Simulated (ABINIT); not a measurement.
The system is NaCl.

```
Cl Na
1.0
     3.50219    0.00000    0.00000
     0.00000    3.50219    0.00000
     0.00000    0.00000    3.50219
Cl Na
1 1
Cartesian
  1.7511 1.7511 1.7511
  0.0000 0.0000 0.0000
```

Measurements of this composition are mostly on another form, of space group No. 225.

Base run:

```yaml
Program: ABINIT 10.8.3 (patched build)
Functional: LDA
Potentials_or_basis: JTH PAW LDA v2.0
Cutoff: 1225 eV
k_mesh: 8 × 8 × 8
Occupations: fermi-dirac, width 0.05 eV
Spin: no spin polarisation
```

Its results: band gap on the k mesh 3.59 eV, indirect (least direct gap 4.10 eV); pressure -3.1 GPa.

After a change of settings the same cell gave: band gap on the k mesh 3.70 eV, indirect (least direct gap 4.07 eV); pressure -2.6 GPa. Which change was it?
A. functional from LDA to BP86; potentials or basis from JTH PAW LDA v2.0 to JTH PAW PBE v2.0
B. functional from LDA to AM05; potentials or basis from JTH PAW LDA v2.0 to JTH PAW PBE v2.0
C. k mesh from 8 × 8 × 8 to 3 × 3 × 3

C.

Caveats: some runs use coarse meshes; an odd mesh through Γ misses points on the zone boundary, where band edges often lie (some runs).
